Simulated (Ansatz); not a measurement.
**Ti (P6/mmm), one atom moved over a plane**

Computed with Ansatz, DFT PBEsol, scalar-relativistic, plane waves, PAW. Cutoff 420 eV, Γ-centred 12×12×18 k-points, Gaussian smearing of 0.15 eV. No spin polarisation. Energies are free energies at this smearing, counted from the undisturbed cell; pressure is positive in compression.

The starting cell (relaxed at this level; this form isn't the usual structure):

```
Ti
1.0
     4.51529    0.00000    0.00000
    -2.25765    3.91036    0.00000
     0.00000    0.00000    2.79879
Ti
3
Direct
  0.00000 0.00000 0.00000
  0.33333 0.66667 0.50000
  0.66667 0.33333 0.50000
```

Atom 1 (Ti) is moved by p along (1.000, 0.000, 0.000) and q along (0.000, 1.000, 0.000) (Å), all else fixed. Points are written (p, q).

Energy above the undisturbed cell in eV/cell (a dash: not computed):

```csv
p \ q,-0.200,-0.100,0.000,0.100,0.200
-0.200,0.17,?,0.07,?,0.17
-0.100,?,–,0.02,–,?
0.000,0.07,0.02,0.00,0.02,0.07
0.100,?,–,0.02,–,?
0.200,0.17,?,0.07,?,0.17
```

Fill in the withheld energies.

(-0.200, -0.100): 0.10; (-0.200, 0.100): 0.10; (-0.100, -0.200): 0.10; (-0.100, 0.200): 0.10; (0.100, -0.200): 0.10; (0.100, 0.200): 0.10; (0.200, -0.100): 0.10; (0.200, 0.100): 0.10.